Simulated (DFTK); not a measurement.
**ZrC under changes of volume**

One of the cells (13.228 Å³/atom); the others are scaled copies at fixed shape and fractional positions:

```
CELL_PARAMETERS angstrom
0.00000 2.36500 2.36500
2.36500 0.00000 2.36500
2.36500 2.36500 0.00000
ATOMIC_POSITIONS crystal
Zr 0.50000 0.50000 0.50000
C 0.00000 0.00000 0.00000
```

- Program: DFTK 0.8.2
- Functional: PBEsol
- Potentials or basis: dojo.nc.sr.pbesol.v0_4_1.standard.upf (PBEsol)
- Cutoff: 1116 eV
- k mesh: 10 × 10 × 10
- Occupations: fermi-dirac, width 0.05 eV
- Spin: no spin polarisation

```tsv
volume (Å³/atom)	energy over the lowest point (meV/atom)	pressure (GPa)
12.434	5.44	5.9
12.699	0.00	0.7
12.963	2.77	-4.1
13.228	12.95	-8.3
13.493	29.77	-12.1
13.757	?	?
14.022	80.82	-18.7
```

What does the run at 13.757 Å³/atom give?

Energy over the lowest point 52.60 meV/atom; pressure -15.6 GPa.

Worked out: A Birch-Murnaghan fit of order 3 (a polynomial in V^(-2/3)) to the other rows has its minimum at 12.74 Å³/atom with B0 = V·E''(V) = 235 GPa and B' = 4.0. It gives 52.55 meV/atom at 13.757 Å³/atom, against the run's 52.60, and -dE/dV = -15.5 GPa, against -15.6.

Energies are extrapolated to zero smearing.
